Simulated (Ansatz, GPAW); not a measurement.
# The equilibrium volume of W, sorted by core time

```
W
1.0
     5.08300    0.00000    0.00000
     0.00000    5.08300    0.00000
     0.00000    0.00000    5.08300
W
8
Cartesian
  2.5415 1.2708 0.0000
  2.5415 3.8123 0.0000
  3.8123 0.0000 2.5415
  1.2708 0.0000 2.5415
  0.0000 2.5415 3.8123
  0.0000 2.5415 1.2708
  2.5415 2.5415 2.5415
  0.0000 0.0000 0.0000
```

This isn't the form of W at room conditions, which is bcc.

```tsv
rung	level	program and potentials	cutoff (eV)	k mesh	smearing	task	core time	chip	equilibrium volume (Å³/atom)	notes
GGA	PBEsol	Ansatz, Ansatz PAW	420	5 × 5 × 5	fermi-dirac 0.05	relaxation of cell and atoms	24 s	AMD EPYC 7R13 Zen 3	(a)	potentials made for PBE, which Ansatz adapts in part
LDA	LDA	Ansatz, Ansatz PAW	420	5 × 5 × 5	fermi-dirac 0.05	relaxation of cell and atoms	57 s	Intel Xeon Skylake/Cascade Lake	15.64	potentials made for PBE, which Ansatz adapts in part
meta-GGA	r2SCAN	Ansatz, Ansatz PAW	500	5 × 5 × 5	fermi-dirac 0.05	relaxation of cell and atoms	2.2 min	Intel Xeon Skylake/Cascade Lake	16.12	potentials made for PBE, which Ansatz adapts in part
GGA + dispersion	BLYP+D3(BJ)	GPAW, PAW data sets generated for this functional	600	4 × 4 × 4	fermi-dirac 0.05	equation of state	11 min	Arm Neoverse V2	15.90	-
LDA	LDA	GPAW, the program's PAW data sets (release 1.2.1) made for this functional	600	4 × 4 × 4	fermi-dirac 0.05	equation of state	13 min	Arm Neoverse V2	(b)	-
GGA	PBEsol	GPAW, PAW data sets generated for this functional	600	5 × 5 × 5	fermi-dirac 0.05	equation of state	14 min	Arm Neoverse V1	15.90	-
```

Times are single runs on shared hosts and different chips, so they are rough; meshes, cutoffs and the tasks' sizes weigh on the time. All rows: no spin polarisation. Smearing widths are in eV. For a metal such meshes aren't converged. Meshes differ between rows, which moves values too. Meshes are those of the run's cell of 8 atoms unless a note names another. Relaxations start from the cell shown or near it and stop with a little pressure left. Runs on faulty files, with rough fits or with known faults for this quantity aren't shown. PBE isn't shown for this crystal. No row holds spin-orbit coupling.

Task: Estimate the values left out from the other rows.

Result: (a) 15.92 Å³/atom; (b) 15.58 Å³/atom.
